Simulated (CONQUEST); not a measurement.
# BN (P1) in CONQUEST: convergence with scf tolerance

Aim: find how far scf tolerance must go before the results for BN settle, at PBE. This setting moves, with any that are tied to it; all else stays.

Everything below comes from runs of CONQUEST 1.3. Logs are shortened: lines on timing, memory, paths and dates and some standing lists are left out, and cuts for length are marked.

**1. The cell of the first run**

The typed cell holds 4 atoms: a = 2.564 Å, b = 2.564 Å, c = 3.626 Å, α = 90.00°, β = 90.00°, γ = 90.00°.

The cell is a database's computed one.

The cell isn't the ideal one: atoms moved at random.

**2. With scf tolerance 0.01**

Input file Conquest_input:

```
IO.Title BN
IO.Coordinates coords.dat
IO.FractionalAtomicCoords T
IO.Iprint 2
IO.Iprint_init 1
General.NumberOfSpecies 2
General.PseudopotentialType hamann
AtomMove.TypeOfRun static
AtomMove.FullStress T
Grid.GridCutoff 150
DM.SolutionMethod diagon
Diag.MPMesh T
Diag.GammaCentred T
Diag.MPMeshX 8
Diag.MPMeshY 8
Diag.MPMeshZ 5
Diag.kT 0.00183747
minE.SCTolerance 0.01
SC.MaxIters 100
IO.AtomChargeOutput T
%block ChemicalSpeciesLabel
1 14.010 N
2 10.810 B
%endblock
```

Input file coords.dat:

```
    4.8452022313     0.0000000000     0.0000000000
    0.0000000000     4.8452022313     0.0000000000
    0.0000000000     0.0000000000     6.8521507073
4
  0.0157265000   0.5177985000   0.7427235000 1 T T T
  0.5157265000   0.0177985000   0.2427235000 1 T T T
  0.0234685000   0.9972165000   0.9921715000 2 T T T
  0.5234685000   0.4972165000   0.4921715000 2 T T T
```

Potentials or basis: PseudoDojo NC PBE, SZP, grid cutoff 150 Ha.

The run is started by

```bash
$ OMP_NUM_THREADS=1 Conquest
```

Log:

```text
Simulation cell dimensions:     4.8452 a0 x     4.8452 a0 x     6.8522 a0

      Atomic coordinates (a0)
         Atom         X         Y         Z  Species
            1    0.0762    2.5088    5.0893        1
            2    2.4988    0.0862    1.6632        1
            3    0.1137    4.8317    6.7985        2
            4    2.5363    2.4091    3.3724        2

         Monkhorst-Pack mesh:   8 x   8 x   5 gamma-centred
        This calculation includes non-local pseudopotentials,
         with a maximum core radius of      6.81425162

    Job title: BN
    Job to be run: static calculation

[... 5 lines left out ...]
      Using Fermi-Dirac smearing

    Integration grid size:     32 x   32 x   40

    Integration grid spacing:  0.151 a0 x 0.151 a0 x 0.171 a0

    Number of species:  2
    --------------------------------------------------------
    |   #  mass (au)  Charge (e)  SF Rad (a0)  NSF  Label  |
    --------------------------------------------------------
    |   1     14.010       5.000        5.824    9  N      |
    |   2     10.810       3.000        7.023    9  B      |
    --------------------------------------------------------
          SCF tolerance:                 0.01000000
          SCF iterations:               100

    The functional used will be GGA PBE96

           radial cut-off to be used is taken to be max PAO cut-off radius for this species:    5.483972

           greatest ang. mom. for making density from PAOs:  2

           radial cut-off to be used is taken to be max PAO cut-off radius for this species:    6.814252

           greatest ang. mom. for making density from PAOs:  2
    Minimum blocs/proc is      640. Maximum blocs/proc is      640
    set_atom_dens: In set_atomic_density, electrons :      16.000000000000
 matrix_size & matrix_size_padH =           36          36

    Screened ion int: energy:     -17.774189136101 Ha

    new_SC_potl: Starting.  Tolerance:  0.10000E-01

    PulayMixSC: Starting Pulay mixing, A_up =  0.500 A_dn =  0.500
    PulayMixSC: Spin non-polarised calculation.
          Harris-Foulkes Energy            :       -26.763145510514818 Ha
          (TS=0 as O(N) or entropic contribution is negligible)
          DFT Total Energy                 :       -26.681333789005858 Ha
          Total number of electrons        :        16.000000000000036
    PulayMixSC: Pulay iteration     1 residual:              0.10880E-01
          Harris-Foulkes Energy            :       -26.727488287728704 Ha
          (TS=0 as O(N) or entropic contribution is negligible)
          DFT Total Energy                 :       -26.723726644302136 Ha
          Total number of electrons        :        15.999998933416766
    PulayMixSC: Pulay iteration     2 residual:              0.40737E-02
    PulayMixSC: Reached SCF tolerance of  0.40737E-02 after      2 iterations
      | Number of electrons      =        15.999999
      |* band energy as 2Tr[K.H] =        -9.520373825686992 Ha
      |  screened ion-ion energy =       -17.774189136100901 Ha
      |  Ha correction           =        -0.597151665287318 Ha
      |  XC correction           =         1.159140538818554 Ha
      |* Harris-Foulkes energy   =       -26.727488287728704 Ha
      |* DFT total energy        =       -26.723726644302136 Ha
      |  estimated accuracy      =        -0.003761643426568 Ha

    force: Forces on atoms (Ha/a0)
    force:  Atom   X              Y              Z
    force:     1   0.0142656472  -0.0390872863  -0.0053222884
    force:     2   0.0142656472  -0.0390872863  -0.0053222884
    force:     3  -0.0119417321   0.0328218471   0.0044634080
    force:     4  -0.0119417321   0.0328218471   0.0044634080

    force: Maximum force :        0.03908729(Ha/a0) on atom         2 in y direction
    force: Force Residual:        0.03872630 Ha/a0
    force: Total stress:        -17.01899298    -0.47242818    -3.92745029 GPa
                            -0.47242818   -19.76118489   -10.67083823
                            -3.92745029   -10.67083823   -18.98181768
    force: Average pressure:     18.58733185 GPa

    force: Finished force
    get_E_and_F: Change in energy during last step of electronic optimisation:  0.35657E-01

    BIBLIOGRAPHY: Please consider citing the following references in the conquest.bib file

    CONQUEST:         Bowler2002pt, Miyazaki2004, Nakata2020
    Basis:            Bowler2019
    DM:               Bowler:2006xr
    Pseudopotentials: Hamann2013, Bowler2019
    XC functional:    Perdew1996
```

Run time: 15 s. Hardware: 1 thread of AMD EPYC 9B45 (Zen 5), shared host; peak memory 0.44 GiB.

Results:

```
Free energy            : -727.2920 eV
Pressure               : 18.6 GPa
Band gap on the k mesh : 4.08 eV
Mulliken charges       : N -0.40; B +0.40 e
```

**3. With scf tolerance 0.001**

Conquest_input: that of step 2 with these lines changed.

```diff
@@ -17,3 +17,3 @@
 Diag.kT 0.00183747
-minE.SCTolerance 0.01
+minE.SCTolerance 0.001
 SC.MaxIters 100
```

coords.dat is that of step 2.

Potentials or basis: PseudoDojo NC PBE, SZP, grid cutoff 150 Ha.

The run is started by

```bash
$ OMP_NUM_THREADS=1 Conquest
```

Wall time 21 s (1 thread of AMD EPYC 9B45 (Zen 5), shared host); peak memory 0.44 GiB.

What came out:

| Property | Result |
| --- | --- |
| Free energy | -727.2405 eV |
| Pressure | 12.6 GPa |
| Band gap on the k mesh | 4.24 eV |
| Mulliken charges | N -0.47; B +0.47 e |

**4. With scf tolerance 0.0001**

Conquest_input: that of step 3 with these lines changed.

```diff
@@ -17,3 +17,3 @@
 Diag.kT 0.00183747
-minE.SCTolerance 0.001
+minE.SCTolerance 0.0001
 SC.MaxIters 100
```

coords.dat is that of step 3.

The run is started by

```bash
$ OMP_NUM_THREADS=1 Conquest
```

It took 21 s on 1 thread of AMD EPYC 9B45 (Zen 5), shared host; peak memory 0.44 GiB.

Results (log left out):

```yaml
Free_energy: -727.2405 eV
Pressure: 12.6 GPa
Band_gap_on_the_k_mesh: 4.24 eV
Mulliken_charges: N -0.47; B +0.47 e
```

**5. With scf tolerance 1e-05**

Conquest_input: that of step 4 with these lines changed.

```diff
@@ -17,3 +17,3 @@
 Diag.kT 0.00183747
-minE.SCTolerance 0.0001
+minE.SCTolerance 1e-05
 SC.MaxIters 100
```

coords.dat is that of step 4.

The run is started by

```bash
$ OMP_NUM_THREADS=1 Conquest
```

Wall time 26 s (1 thread of AMD EPYC 9B45 (Zen 5), shared host); peak memory 0.44 GiB.

It converged, with:

```
Free energy            : -727.2404 eV
Pressure               : 12.7 GPa
Largest force          : 1.617 eV/Å
Band gap on the k mesh : 4.24 eV
Mulliken charges       : N -0.47; B +0.47 e
```

**6. With scf tolerance 1e-06**

Conquest_input: that of step 5 with these lines changed.

```diff
@@ -17,3 +17,3 @@
 Diag.kT 0.00183747
-minE.SCTolerance 1e-05
+minE.SCTolerance 1e-06
 SC.MaxIters 100
```

coords.dat is that of step 5.

Potentials or basis: PseudoDojo NC PBE, SZP, grid cutoff 150 Ha.

The run is started by

```bash
$ OMP_NUM_THREADS=1 Conquest
```

Wall time 30 s (1 thread of AMD EPYC 9B45 (Zen 5), shared host); peak memory 0.44 GiB.

Results (log left out):

| Quantity | Value |
| --- | --- |
| Free energy | -727.2404 eV |
| Pressure | 12.7 GPa |
| Largest force | 1.612 eV/Å |
| Band gap on the k mesh | 4.24 eV |
| Mulliken charges | N -0.47; B +0.47 e |

**7. With scf tolerance 1e-07**

Conquest_input: that of step 6 with these lines changed.

```diff
@@ -17,3 +17,3 @@
 Diag.kT 0.00183747
-minE.SCTolerance 1e-06
+minE.SCTolerance 1e-07
 SC.MaxIters 100
```

coords.dat is that of step 6.

The run is started by

```bash
$ OMP_NUM_THREADS=1 Conquest
```

Wall time 30 s (1 thread of AMD EPYC 9B45 (Zen 5), shared host); peak memory 0.44 GiB.

Results (log left out):

| Quantity | Value |
| --- | --- |
| Free energy | -727.2404 eV |
| Pressure | 12.7 GPa |
| Largest force | 1.612 eV/Å |
| Band gap on the k mesh | 4.24 eV |
| Mulliken charges | N -0.47; B +0.47 e |

**8. With scf tolerance 1e-08**

Conquest_input: that of step 7 with these lines changed.

```diff
@@ -17,3 +17,3 @@
 Diag.kT 0.00183747
-minE.SCTolerance 1e-07
+minE.SCTolerance 1e-08
 SC.MaxIters 100
```

coords.dat is that of step 7.

The run is started by

```bash
$ OMP_NUM_THREADS=1 Conquest
```

Wall time 35 s (1 thread of AMD EPYC 9B45 (Zen 5), shared host); peak memory 0.44 GiB.

The run converged. Its results:

```
Free energy            : -727.2404 eV
Pressure               : 12.7 GPa
Largest force          : 1.612 eV/Å
Band gap on the k mesh : 4.24 eV
Mulliken charges       : N -0.47; B +0.47 e
```

**9. With scf tolerance 1e-09**

Conquest_input: that of step 8 with these lines changed.

```diff
@@ -17,3 +17,3 @@
 Diag.kT 0.00183747
-minE.SCTolerance 1e-08
+minE.SCTolerance 1e-09
 SC.MaxIters 100
```

coords.dat is that of step 8.

Potentials or basis: PseudoDojo NC PBE, SZP, grid cutoff 150 Ha.

The run is started by

```bash
$ OMP_NUM_THREADS=1 Conquest
```

It took 39 s on 1 thread of AMD EPYC 9B45 (Zen 5), shared host; peak memory 0.44 GiB.

Results (log left out):

```yaml
Free_energy: -727.2404 eV
Pressure: 12.7 GPa
Largest_force: 1.612 eV/Å
Band_gap_on_the_k_mesh: 4.24 eV
Mulliken_charges: N -0.47; B +0.47 e
```

**10. Summary**

```
scf tolerance  energy less the tightest run, at zero smearing (meV/atom)  pressure (GPa)  gap on the mesh (eV)  SCF cycles  CPU time (s)  peak memory (GiB)
         0.01                                                     -12.89           18.59                 4.083           2            15               0.44
        0.001                                                      -0.01           12.58                 4.237           4            21               0.44
       0.0001                                                      -0.01           12.58                 4.237           4            21               0.44
        1e-05                                                       0.00           12.69                 4.239           6            26               0.44
        1e-06                                                       0.00           12.69                 4.239           7            30               0.44
        1e-07                                                       0.00           12.69                 4.239           7            30               0.44
        1e-08                                                       0.00           12.69                 4.239           9            35               0.44
        1e-09                                                       0.00           12.69                 4.239          10            38               0.44
```

Against the tightest run, the energy stays within 1 meV/atom from 0.001 on; the pressure stays within 0.1 GPa from 1e-05 on; the gap on the mesh stays within 0.01 eV from 0.001 on. The tightest run that finished is the yardstick and may itself not be fully converged.

Caveats: the atomic basis is small; an odd mesh through Γ misses points on the zone boundary, where band edges often lie; the basis of atomic orbitals isn't converged, which shifts pressures, moduli and gaps.
